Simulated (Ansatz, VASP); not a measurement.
## CdTe: VASP beside Ansatz

```xyz
2
Lattice="0.0000 3.2050 3.2050 3.2050 0.0000 3.2050 3.2050 3.2050 0.0000" Properties=species:S:1:pos:R:3 pbc="T T T"
Cd    0.0000    0.0000    0.0000
Te    4.8075    4.8075    4.8075
```

Alike in both runs: functional LDA; k mesh 8 × 8 × 8; occupations gaussian, width 0.02 eV; no spin polarisation.

Ansatz relaxed the structure, and its values are those at the end. VASP's run is a single point on that final structure, the one shown.

```csv
,VASP,Ansatz
version,VASP 6.6.1,Ansatz 0.2.0
potentials or method,"VASP PAW LDA potentials, release 64 (Cd, Te)","scalar-relativistic, plane waves, PAW"
plane-wave cutoff (eV),520,420
valence electrons in the cell,18,36
```

Ansatz gave:

```
gap on the k mesh at the Fermi level (eV) : 0.61
least direct gap on the mesh (eV)         : 0.61
pressure (GPa)                            : 0.0
```

Question: What did VASP give for the same quantities?

Answer: gap on the k mesh at the Fermi level (eV): 0.65; least direct gap on the mesh (eV): 0.65; pressure (GPa): 0.2.

The two sets of potentials don't hold the same shells in valence.

Caveats: spin-orbit coupling is left out, which moves the levels of the heavy elements.
